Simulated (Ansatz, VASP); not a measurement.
**V in VASP and in Ansatz**

```
V
1.0
     2.46522    0.00000    0.00000
    -1.23261    2.13494    0.00000
     0.00000    0.00000    2.29326
V
1
Direct
  0.00000 0.00000 0.00000
```

Change from the starting cell: volume scaled by 0.85, LAPW.

Alike in both runs: task single point; functional PBE; k mesh 17 × 17 × 15; occupations fermi-dirac, width 0.05 eV; no spin polarisation.

|  | VASP | Ansatz |
| --- | --- | --- |
| version | VASP 6.6.1 | Ansatz 0.2.0 |
| potentials or method | VASP PAW PBE potentials, release 64 (V_sv), cutoff 520 eV | all-electron LAPW, scalar-relativistic |

Ansatz gave:

| Item | Value |
| --- | --- |
| pressure (GPa) | 34.4 |
| largest component of the traceless stress (GPa) | 0.05 |

Which values does VASP return?

Pressure (GPa): 35.1; largest component of the traceless stress (GPa): 0.41.

Ansatz ran all-electron here, so the differences hold the error of VASP's frozen core and of both bases.

Caveats: so large a pressure means that the cell lies far from this level's equilibrium, or that cutoff or potentials fall short (VASP).
